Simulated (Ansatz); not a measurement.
Crystal structures of zirconium under revPBE

Theory: DFT, revPBE, plane waves (420 eV) with PAW, scalar-relativistic (Ansatz 0.2.0). The PAW files were generated under PBE, with cores re-solved for the functional.

Each structure is relaxed within its own symmetry, so a high-lying one may be dynamically unstable.

```json
{"structure": "hcp", "ΔE (meV/atom)": "0", "V (Å³/atom)": "23.79", "cell": "a = 3.254 Å, c = 5.189 Å (c/a = 1.595)", "magnetic state": "non-magnetic"}
{"structure": "omega (AlB2-type)", "ΔE (meV/atom)": "3", "V (Å³/atom)": "23.53", "cell": "a = 5.077 Å, c = 3.162 Å (c/a = 0.623)", "magnetic state": "spin not included"}
{"structure": "fcc", "ΔE (meV/atom)": "41", "V (Å³/atom)": "23.64", "cell": "a = 4.556 Å", "magnetic state": "spin not included"}
{"structure": "dhcp", "ΔE (meV/atom)": "47", "V (Å³/atom)": "23.85", "cell": "a = 3.242 Å, c = 10.482 Å (c/a = 3.233)", "magnetic state": "spin not included"}
{"structure": "bcc", "ΔE (meV/atom)": "92", "V (Å³/atom)": "23.35", "cell": "a = 3.601 Å", "magnetic state": "spin not included"}
{"structure": "A15", "ΔE (meV/atom)": "143", "V (Å³/atom)": "23.54", "cell": "a = 5.732 Å", "magnetic state": "spin not included"}
{"structure": "simple cubic", "ΔE (meV/atom)": "885", "V (Å³/atom)": "25.25", "cell": "a = 2.934 Å", "magnetic state": "spin not included"}
{"structure": "diamond", "ΔE (meV/atom)": "2402", "V (Å³/atom)": "31.98", "cell": "a = 6.348 Å", "magnetic state": "spin not included"}
```

ΔE counts from hcp.

Differences under about 8 meV lie within the error of the k-point mesh.
